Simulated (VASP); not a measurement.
Wanted: the native input for a VASP 6.6.1 run.

- Task: band structure
- Functional: PBE
- Potentials or basis: VASP PAW PBE potentials, release 64 (Cd, O)
- Cutoff: 520 eV
- k mesh: 12 × 12 × 12
- Occupations: gaussian, width 0.03 eV
- Spin: spin-orbit coupling, no magnetisation
- Further INCAR settings: ALGO = Normal; EDIFF = 1e-06

The structure of CdO (Monteponite) lies in POSCAR:

```
CdO                                     
1.0
    0.0000000000      2.3523961157      2.3523961157
    2.3523961157      0.0000000000      2.3523961157
    2.3523961157      2.3523961157      0.0000000000
  Cd              O             
     1     1
Direct
     0.0000000000000000    0.0000000000000000    0.0000000000000000
     0.5000000000000000    0.5000000000000000    0.5000000000000000
```

One way to write it, as run:

INCAR

```
ALGO = Normal
EDIFF = 1E-6
ENCUT = 520
GGA = PE
GGA_COMPAT = F
ISIF = 2
ISMEAR = 0
KPAR = 4
LASPH = T
LCHARG = F
LORBIT = 11
LREAL = F
LSORBIT = T
LWAVE = F
MAGMOM = 0 0 0 0 0 0
NELM = 80
PREC = Accurate
SIGMA = 0.03
```

KPOINTS

```
k-points
0
Gamma
  12 12 12
```

KPOINTS_OPT

```
explicit points
252
Reciprocal
 0.0000000000  0.0000000000  0.0000000000 1
 0.0357142857  0.0000000000  0.0357142857 1
 0.0714285714  0.0000000000  0.0714285714 1
 0.1071428571  0.0000000000  0.1071428571 1
 0.1428571429  0.0000000000  0.1428571429 1
 0.1785714286  0.0000000000  0.1785714286 1
[... 244 lines left out ...]
 0.4907455900  0.0092544100  0.5000000000 1
 0.5092544100 -0.0092544100  0.5000000000 1
```

Potentials or basis: VASP PAW PBE potentials, release 64 (Cd, O).

The run is started by

```bash
$ cat potpaw_PBE.64/Cd/POTCAR potpaw_PBE.64/O/POTCAR > POTCAR
$ mpirun -np 4 vasp_ncl > vasp.out
```

It gave:

- Pressure: 7.0 GPa
- Valence electrons inside the program's atomic spheres: Cd 10.24; O 4.93

Wall time 46 s on 4 MPI ranks on Intel(R) Xeon(R) 6975P-C (Granite Rapids), on a shared host, peak memory 0.33 GiB a rank.
